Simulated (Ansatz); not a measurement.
HfSiO4 (Hafnon):

```
Hf Si O
1.0
    -3.28625    3.28625    2.98160
     3.28625   -3.28625    2.98160
     3.28625    3.28625   -2.98160
Hf Si O
2 2 8
Direct
  0.00000 0.00000 0.00000
  0.75000 0.25000 0.50000
  0.50000 0.50000 0.00000
  0.25000 0.75000 0.50000
  0.68020 0.49570 0.81550
  0.24570 0.93020 0.31550
  0.68020 0.86470 0.18450
  0.61470 0.93020 0.68450
  0.06980 0.38530 0.31550
  0.50430 0.31980 0.18450
  0.06980 0.75430 0.68450
  0.13530 0.31980 0.81550
```

Base run:

| Quantity | Value |
| --- | --- |
| Program | Ansatz 0.2.0 |
| Functional | PBE0 |
| Potentials or basis | Ansatz PAW |
| Cutoff | 420 eV |
| Density cutoff | 1680 eV |
| k mesh | 4 × 4 × 4 |
| Occupations | fermi-dirac, width 0.05 eV |
| Spin | no spin polarisation |

Its results: band gap on the k mesh 8.06 eV, indirect (least direct gap 8.50 eV); largest force 0.043 eV/Å.

Problem. The run is repeated on the same cell with these changes: functional from PBE0 to HSE06. What comes out?

Solution. Band gap on the k mesh 7.28 eV, indirect (least direct gap 7.72 eV); largest force 0.037 eV/Å.

Caveats: spin-orbit coupling is left out, which moves the levels of the heavy elements; the PAW data sets come from PBE, with cores solved anew for the run's functional, which leaves a small shift of forces and pressure.

A k mesh can miss the band edges.

Not every run made on this cell is shown here.
